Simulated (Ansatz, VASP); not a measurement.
# Pb in VASP and in Ansatz

```
CELL_PARAMETERS angstrom
3.08944 -1.73367 -0.44286
3.08944 1.73367 -0.44286
-3.03921 0.00000 6.14662
ATOMIC_POSITIONS crystal
Pb 0.00000 0.00000 0.25000
Pb 0.00000 0.00000 0.75000
```

Change from the starting cell: volume scaled by 1.020, atoms relaxed by PAW.

Alike in both runs: functional PBEsol; k mesh 10 × 10 × 6; occupations fermi-dirac, width 0.05 eV; no spin polarisation.

Ansatz relaxed the structure, and its values are those at the end. VASP's run is a single point on that final structure, the one shown.

```csv
,VASP,Ansatz
version,VASP 6.6.1,Ansatz 0.2.0
potentials or method,"VASP PAW PBE potentials, release 64 (Pb_d)","PAW with Ansatz's default frozen-core files, scalar-relativistic"
plane-wave cutoff (eV),520,420
valence electrons in the cell,28,28
```

```tsv
	VASP	Ansatz	Ansatz less VASP
pressure (GPa)	-1.0	-0.9	+0.08
```

Ansatz warned: «stress_scf_threshold_loose».

Caveats: the PAW data sets were made with another functional, which shifts forces and pressure a little (VASP). The runs have no spin-orbit coupling, so splittings on Pb are missing.
